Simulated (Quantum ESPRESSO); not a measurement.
## Ir: relaxation of cell and atoms with PBEsol+D3

Ir:

```xyz
2
Lattice="2.7514 0.0000 0.0000 -1.3757 2.3828 0.0000 0.0000 0.0000 4.4623" Properties=species:S:1:pos:R:3 pbc="T T T"
Ir    0.0000    1.5885    1.1156
Ir    1.3757    0.7943    3.3467
```

This isn't the form of Ir at room conditions, which is fcc.

| Quantity | Value |
| --- | --- |
| Program | Quantum ESPRESSO 7.5 |
| Task | relaxation of cell and atoms |
| Functional | PBEsol |
| Dispersion | D3 |
| Potentials or basis | GBRV 1.5 PBEsol |
| Cutoff | 612 eV |
| Density cutoff | 4898 eV |
| k mesh | 11 × 11 × 6 |
| Occupations | fermi-dirac, width 0.05 eV |
| Spin | no spin polarisation |
| ASE optimiser | BFGS |
| Mixing beta | 0.5 |
| Most SCF iterations | 120 |
| SCF threshold | 4e-10 Ry |

```json
{"Relaxed volume": "13.91 Å³/atom", "Relaxed cell": "a = 2.706 Å, b = 2.706 Å, c = 4.387 Å, α = 90.00°, β = 90.00°, γ = 120.00°", "Space group after relaxing (to 0.05 Å)": "P6_3/mmc (No. 194)", "Energy gained by relaxing": "41.0 meV/atom", "Ionic steps": "4", "Pressure after relaxing": "0.0 GPa", "Band gap on the k mesh": "none (metal or under the smearing width)"}
```

Stress tensor (GPa, compression positive):
```
-0.06  0.00  0.00
 0.00 -0.06  0.00
 0.00  0.00  0.08
```

Step by step:
```csv
step,energy change (eV),largest force (eV/Å),pressure (GPa),volume (Å³)
1,0.0000,0.0000,-17.69,29.25
2,-0.0741,0.0000,-6.02,28.26
3,-0.0820,0.0000,0.50,27.78
4,-0.0821,0.0000,-0.01,27.82
```

Final structure:
```xyz
2
Lattice="2.7059 0.0000 0.0000 -1.3530 2.3434 0.0000 0.0000 0.0000 4.3874" Properties=species:S:1:pos:R:3 pbc="T T T"
Ir    0.0000    1.5623    1.0968
Ir    1.3530    0.7811    3.2905
```

Levels at points of the mesh, in eV from the Fermi level:
```csv
k point,band 12,band 13,band 14,band 15,band 16,band 17,band 18,band 19
"(0.00, 0.00, 0.00)",-3.27,-3.27,-2.45,-2.45,-0.84,0.29,0.29,7.30
"(0.00, 0.00, -0.50)",-4.07,-4.07,-4.07,-0.47,-0.47,-0.47,-0.47,10.69
```

Wall time 36 s on 2 MPI ranks on Intel(R) Xeon(R) 6975P-C (Granite Rapids), on a shared host, peak memory 0.24 GiB a rank.

Caveat: pairwise dispersion overbinds metals, which lowers pressure and volume. The run has no spin-orbit coupling, so splittings on Ir are missing.
